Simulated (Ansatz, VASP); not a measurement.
Si: VASP beside Ansatz

File INCAR:

```
  ALGO = Normal
  EDIFF = 1E-6
  ENCUT = 520
  GGA = PE
  ISIF = 2
  ISMEAR = 0
  LASPH = True
  LCHARG = False
  LREAL = False
  LWAVE = False
  NBANDS = 11
  NELM = 100
  PREC = Accurate
  SIGMA = 0.5
```

Contents of KPOINTS:

```
k-points
0
Gamma
  6 6 6
```

POSCAR

```
Si
1.0
    0.0000000000      2.7221188962      2.7221188962
    2.7221188962      0.0000000000      2.7221188962
    2.7221188962      2.7221188962      0.0000000000
Si
2
Direct
    0.0000000000      0.0000000000      0.0000000000
    0.2500000000      0.2500000000      0.2500000000
```

Input for Ansatz:

```yaml
crystal:
  lattice:
    - [0.0, 2.7221188962, 2.7221188962]
    - [2.7221188962, 0.0, 2.7221188962]
    - [2.7221188962, 2.7221188962, 0.0]
  atoms:
    - { symbol: Si, position: [0.0, 0.0, 0.0] }
    - { symbol: Si, position: [0.25, 0.25, 0.25] }
kpoints:
  mp_grid: { grid: [6, 6, 6] }
hamiltonian:
  xc: pbe
scf:
  occupations: { method: gaussian, width: 0.5 }
  n_extra_bands: 4
output:
  forces: true
  stress: true
  eigenvalues: true
```

Alike in both runs: task single point; functional PBE; k mesh 6 × 6 × 6; occupations gaussian, width 0.5 eV; no spin polarisation.

|  | VASP | Ansatz |
| --- | --- | --- |
| version | VASP 6.6.1 | Ansatz 0.2.0 |
| potentials or method | VASP PAW PBE potentials, release 64 (Si) | plane waves |
| plane-wave cutoff (eV) | 520 | 420 |
| valence electrons in the cell | 8 | 8 |

```csv
,VASP,Ansatz,Ansatz less VASP
pressure (GPa),1.2,1.3,+0.08
```

With one functional, cell and mesh, what is left measures potentials, basis and numerics.

A k mesh can miss the band edges. PBE gaps usually lie below the measured ones, often by a third to a half.
